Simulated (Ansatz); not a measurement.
Space group I4_1/amd:1 (No. 141). a = 5.820 Å, b = 5.820 Å, c = 3.174 Å, α = 90.00°, β = 90.00°, γ = 90.00°
| atom | site | symmetry | x | y | z |
| --- | --- | --- | --- | --- | --- |
| Sn | 4a | -4m2 | 0.0000 | 0.5000 | 0.2500 |

Equation of state of this Sn structure (not necessarily the ground state), with shape and atoms relaxed at each volume where symmetry leaves them free. It has no gap at any of these volumes. Level of theory: Ansatz 0.2.0, DFT PBEsol, scalar-relativistic, plane waves, PAW.

Cutoff 420 eV; k points 14×14×14 on the computed 2-atom cell (Γ-centred); Gaussian smearing, width 0.10 eV; no spin polarisation.

| V (Å³/atom) | E − E(largest V) (meV/atom) | P (GPa) |
| --- | --- | --- |
| 23.651 | 47.30 | 9.78 |
| 24.457 | 6.23 | 6.65 |
| 25.263 | -20.38 | 4.04 |
| 26.069 | -34.90 | 1.84 |
| 26.876 | -39.26 | 0.00 |
| 27.682 | -35.14 | -1.54 |
| 28.488 | -23.95 | -2.83 |
| 29.563 | 0.00 | -4.22 |

Fit a third-order Birch–Murnaghan equation to E(V).

V0 = 26.86 Å³/atom, B0 = 56 GPa, B0' = 4.9.